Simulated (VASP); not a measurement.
Crystal: CdF2.

```
Cd F
1.0
     0.00000    2.69400    2.69400
     2.69400    0.00000    2.69400
     2.69400    2.69400    0.00000
Cd F
1 2
Direct
  0.00000 0.00000 0.00000
  0.75000 0.75000 0.75000
  0.25000 0.25000 0.25000
```

Base run:

* Program: VASP 6.6.1
* Functional: PBE
* Potentials or basis: VASP PAW PBE potentials, release 64 (Cd, F)
* Cutoff: 520 eV
* k mesh: 10 × 10 × 10
* Occupations: gaussian, width 0.02 eV
* Spin: no spin polarisation

Its results: band gap on the k mesh 3.08 eV, indirect (least direct gap 3.57 eV).

Problem. After a change of settings the same cell gave: band gap on the k mesh 2.80 eV, indirect (least direct gap 3.28 eV). Which change was it?
A. functional from PBE to LDA; potentials or basis from VASP PAW PBE potentials, release 64 (Cd, F) to VASP PAW LDA potentials, release 64 (Cd, F)
B. functional from PBE to r2SCAN
C. functional from PBE to TB-mBJ

Solution. A.
